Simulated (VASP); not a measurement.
# Hg under changes of volume

One of the cells (28.202 Å³/atom); the others are scaled copies at fixed shape and fractional positions:

```
CELL_PARAMETERS angstrom
3.34255 0.00000 0.00000
-1.48189 3.09651 0.00000
-0.96468 -1.40655 8.17439
ATOMIC_POSITIONS crystal
Hg 0.00000 0.00000 0.00000
Hg 0.41393 0.25858 0.66474
Hg 0.58607 0.74142 0.33526
```

```yaml
Program: VASP 6.6.1
Functional: PBE
Potentials_or_basis: VASP PAW PBE potentials, release 64 (Hg)
Cutoff: 520 eV
k_mesh: 9 × 9 × 4
Occupations: fermi-dirac, width 0.05 eV
Spin: no spin polarisation
```

```csv
volume (Å³/atom),energy over the lowest point (meV/atom),pressure (GPa),largest force (eV/Å)
25.990,21.64,1.9,0.041
26.543,15.79,1.4,0.037
27.096,?,?,?
28.202,4.66,0.7,0.021
28.755,2.10,0.5,0.015
29.308,0.00,0.4,0.011
```

Task: What does the run at 27.096 Å³/atom give?

Result: Energy over the lowest point 11.25 meV/atom; pressure 1.1 GPa; largest force 0.032 eV/Å.

Worked out: A Birch-Murnaghan fit of order 3 (a polynomial in V^(-2/3)) to the other rows has no minimum within the range. It gives 11.22 meV/atom at 27.096 Å³/atom, against the run's 11.25, and -dE/dV = 1.2 GPa, against 1.1.

Energies are extrapolated to zero smearing.
